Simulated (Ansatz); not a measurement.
# CdTe: what the sphere radii change, part 2 of 2

Aim: hold CdTe and all else fixed and vary the sphere radii, to see how far energy and properties move.

Ansatz 0.2.0; DFT PBE; a database cell (COD).

**4. With all sphere radii typed as 1.166 Å**

The COD entry's cell or inner coordinates are ideal or old and differ from later refinements, so a difference from it is no clean test against experiment.

The input, input.yaml:

```yaml
crystal:
  lattice:
    - [0.0, 3.205, 3.205]
    - [3.205, 0.0, 3.205]
    - [3.205, 3.205, 0.0]
  atoms:
    - { symbol: Cd, position: [0.0, 0.0, 0.0] }
    - { symbol: Te, position: [0.75, 0.75, 0.75] }
kpoints:
  mp_grid: { grid: [10, 10, 10] }
scf:
  occupations: { method: fermi_dirac, width: 0.08 }
hamiltonian:
  xc: pbe
  pseudopotentials:
    kind: all_electron
    lapw: { basis_error: 0.00025, muffin_tin_radii: { Cd: 1.166, Te: 1.166 } }
output:
  forces: true
  stress: true
  eigenvalues: true
```

What it wrote:

```text
LAPW: plane waves up to 10.910 Å⁻¹, error target 2.5e-4 eV per atom; small_component_spin mean_spin; Cd in spheres of 1.166 Å, 36 of its electrons in bands, Dirac shells []; Te in spheres of 1.166 Å, 34 of its electrons in bands, Dirac shells []
Engine: ansatz 0.2.0
Pseudopotentials: kind: all_electron
Pseudopotential: Cd, LAPW, valence charge 36, Koelling and Harmon's equation, gaussian nucleus
Pseudopotential: Te, LAPW, valence charge 34, Koelling and Harmon's equation, gaussian nucleus
Functional definition: PBE
  parameter kappa = 0.804
  parameter beta = 0.06672455060314922
  exchange = pbe_x(kappa = kappa, mu = beta*pi^2/3)
  correlation = pbe_c(beta = beta)
Crystal: 2 atoms, lattice volume = 65.844 Å³
Basis set: ecut = 453.52451968377636 eV, 1459 PW (Γ), exchange–correlation at level 2
Bands: 42, of which v1, the nominal top of the filled ones, is band 35 counted from 1 (34 counted from 0)
Symmetry: 24 space group operations
Space group: F-43m (ITA 216), of the structure as read, at distance tolerance 4.0e-5 Å
k-points: 47 of 1000 (time reversal used)
Non-local potential: Cd, projectors of the file, none
Non-local potential: Te, projectors of the file, none
Initial density: superposition of atomic densities (chi_scale 0.1, normalization cell, long waves kept (reshape's long-wave potential 0.00 eV rms))
Initial wavefunctions: plane waves of lowest kinetic energy (no species holds an atomic orbital)
Functional: x = pbe(κ = 0.804, μ = 0.2195149727645171), c = pbe(β = 0.06672455060314922)
iter 1 solved again at ethr=9.44e-4 eV; its pass at ethr=1.00e-1 eV (dr2=6.61e-1 eV) is discarded
SCF iter   1: F=—  HF=-337120.883278 eV  |F-HF|=—  |Δ(HF+E_count)|=         —  Δρ=2.23e-2  dr2=6.63e-1  ethr=9.44e-4  ⟨swp⟩=2.1  Hψ=11265  notcnv=0
preconditioner: auto → none  [insulator: Δε(μ)=1.155 eV  Ē_g=13.098 eV  σ=0.080 eV  W_gap=1.00  n_scr=14 (ndim 8)  ℏωp=19.4 eV  f_vac=0.323  D(μ)=0.00/eV (n_scr^D=0)  ε∞_Penn≈3.2]
iter 2 solved again at ethr=4.17e-5 eV; its pass at ethr=9.44e-4 eV (dr2=2.92e-2 eV) is discarded
SCF iter   2: F=—  HF=-337120.679884 eV  |F-HF|=—  |Δ(HF+E_count)|=   2.03e-1  Δρ=7.32e-3  dr2=2.92e-2  ethr=4.17e-5  ⟨swp⟩=2.0  Hψ=9742  notcnv=0
SCF iter   3: F=—  HF=-337120.655984 eV  |F-HF|=—  |Δ(HF+E_count)|=   2.39e-2  Δρ=4.38e-3  dr2=1.14e-2  ethr=4.17e-5  ⟨swp⟩=2.1  Hψ=5691  notcnv=0
SCF iter   4: F=—  HF=-337120.656110 eV  |F-HF|=—  |Δ(HF+E_count)|=         —  Δρ=1.34e-3  dr2=1.12e-3  ethr=1.63e-5  ⟨swp⟩=2.0  Hψ=5549  notcnv=0
the basis was enlarged: its passes take 2.0 MiB over the memory plan, 1 of 1 planned eigensolver slots
SCF iter   5: F=—  HF=-337120.656224 eV  |F-HF|=—  |Δ(HF+E_count)|=   1.14e-4  Δρ=2.41e-4  dr2=2.66e-5  ethr=1.60e-6  ⟨swp⟩=3.0  Hψ=5654  notcnv=0
SCF iter   6: F=—  HF=-337120.656239 eV  |F-HF|=—  |Δ(HF+E_count)|=   1.52e-5  Δρ=4.96e-5  dr2=1.00e-6  ethr=3.80e-8  ⟨swp⟩=3.0  Hψ=5665  notcnv=0
SCF iter   7: F=-337120.656242 eV  HF=-337120.656242 eV  |F-HF|=4.30e-8  |Δ(HF+E_count)|=   2.32e-6  Δρ=4.98e-6  dr2=1.64e-8  ethr=1.43e-9  ⟨swp⟩=3.0  Hψ=5818  notcnv=0
SCF 1 converged in 7 iterations: F = -337120.656242 eV  dr2 = 1.64e-8
SCF converged after 7 iterations
Free energy (F): -337120.656242 eV
Harris-Foulkes:  -337120.656242 eV  (|F-HF|=4.30e-8)
Internal energy: -337120.656209 eV  (E = F + TS)
E sigma→0 (E₀):  -337120.656225 eV
Entropy (-TS):   -0.000033 eV (-0.016 meV/atom)
Fermi energy:    9.880733 eV
--- Per-component energies (eV) ---
  E_band       = -14395.722888
  E_kinetic    = 354736.833015
  E_xc         = -9001.868608
  E_electrostatic = -682855.620616  (all electrons and nuclei)
  E_smearing   = -0.000033  (= −TS)
  E_closure    = 0.000000  (closes the sum)
  E_atoms      = -337115.932394  (free atoms, spherical and without spin; not in F)
  Σ components = -337120.656242   (vs F -337120.656242, Δ=0.00e0)
  Basis errors (estimates in eV, not in F): energy 1.2e-4 per atom: plane waves 1.1e-4 (6.6e-5 summed), levels above the bands 7.0e-52, relativity 1.2e-8, radial functions 9.6e-6, core shells 5.2e-8; eigenvalues (radial functions only) 2.1e-7; not estimated: angular momenta, meshes, grids; target (lapw.basis_error) 2.5e-4; muffin-tin radii Cd 1.166 Å, Te 1.166 Å
--- Forces (eV/Å), atoms counted from 1 ---
  atom   1  Cd     0.00000000    -0.00000000     0.00000000
  atom   2  Te    -0.00000000     0.00000000     0.00000000
  max |Σ_I F_I| component: 1.85e-17 eV/Å
--- Stress (GPa, compression-positive) ---
        4.251773       0.000000      -0.000000
        0.000000       4.251773       0.000000
       -0.000000       0.000000       4.251773
  P = ⅓ Tr σ = 4.2518 GPa (42.518 kbar)
--- Band table (eV; the first three rows and the last of 47) ---
  k-point 0: bands = ["-587.7216", "-587.7216", "-587.7216", "-544.6039", "-544.6039", "-544.6039", "-544.6038", "-544.6038", "-380.2784", "-380.2784", "-380.2771", "-380.2771", "-380.2771", "-149.3681", "-99.4075", "-99.4075", "-99.4075", "-92.8596", "-53.9208", "-53.9208", "-53.9208", "-26.7499", "-26.7499", "-26.7499", "-26.7405", "-26.7405", "-2.0222", "0.9489", "0.9489", "0.9489", "1.2350", "1.2350", "9.3459", "9.3459", "9.3459", "10.2191", "13.9439", "13.9439", "13.9439", "16.8464", "18.8826", "18.8826"]
  k-point 1: bands = ["-587.7216", "-587.7216", "-587.7216", "-544.6039", "-544.6039", "-544.6039", "-544.6038", "-544.6038", "-380.2784", "-380.2784", "-380.2771", "-380.2771", "-380.2771", "-149.3681", "-99.4075", "-99.4075", "-99.4075", "-92.8596", "-53.9208", "-53.9208", "-53.9208", "-26.7499", "-26.7499", "-26.7499", "-26.7405", "-26.7405", "-1.9811", "0.9569", "0.9569", "0.9786", "1.2342", "1.2342", "8.4204", "9.2486", "9.2486", "10.9121", "13.9081", "14.0928", "14.0928", "17.3865", "18.2255", "18.2255"]
  k-point 2: bands = ["-587.7216", "-587.7216", "-587.7216", "-544.6039", "-544.6039", "-544.6039", "-544.6038", "-544.6038", "-380.2784", "-380.2784", "-380.2771", "-380.2771", "-380.2771", "-149.3681", "-99.4075", "-99.4075", "-99.4075", "-92.8596", "-53.9209", "-53.9208", "-53.9208", "-26.7500", "-26.7498", "-26.7498", "-26.7404", "-26.7404", "-1.8732", "0.9769", "0.9769", "1.0770", "1.2336", "1.2336", "7.1477", "9.0181", "9.0181", "11.3699", "14.3150", "14.3978", "14.3978", "17.7952", "17.8232", "17.8232"]
  k-point 46: bands = ["-587.7216", "-587.7216", "-587.7216", "-544.6039", "-544.6039", "-544.6039", "-544.6038", "-544.6038", "-380.2784", "-380.2784", "-380.2771", "-380.2771", "-380.2771", "-149.3681", "-99.4075", "-99.4075", "-99.4075", "-92.8596", "-53.9209", "-53.9209", "-53.9209", "-26.7501", "-26.7497", "-26.7492", "-26.7405", "-26.7401", "-1.4648", "1.0889", "1.0899", "1.1937", "1.2406", "1.8483", "4.9949", "6.9387", "7.0432", "13.4542", "13.5535", "15.5144", "15.9646", "19.1715", "20.7584", "20.7774"]
```

Run time: 41 s. Hardware: 1 thread, shared host.

Result: pressure 4.25 GPa; gap on the k mesh 0.87 eV.

**5. The sweep in one table**

```
                sphere radius (Å)  energy from the first row (meV/atom)  pressure (GPa)  gap on the k mesh (eV)  SCF cycles, all passes     time
all sphere radii typed as 0.833 Å                                  0.00            4.25                    0.87                       9  3.1 min
all sphere radii typed as 0.999 Å                                  0.00            4.25                    0.87                       9     89 s
all sphere radii typed as 1.166 Å                                  0.01            4.25                    0.87                       7     41 s
```

Energies are those extrapolated to zero smearing.

**6. Summary of results**

What follows sums up all 2 parts.

```
                                                                         quantity                                             value
largest change of energy from «all sphere radii typed as 0.833 Å» (zero smearing)  0.0 meV/atom (all sphere radii typed as 1.166 Å)
                                                     pressure, in all runs (LAPW)                                          4.25 GPa
                                                          gap, in all runs (LAPW)                                           0.87 eV
```

Across the runs the energy spans 0.0 meV/atom. A complete basis would give the same answer for any radius, so the spread shows part of the basis error. The pressure spans under 0.01 GPa (LAPW). Spin-orbit coupling is left out, though the cell holds Te; in elements this heavy it can shift bands and gaps by tenths of an eV.
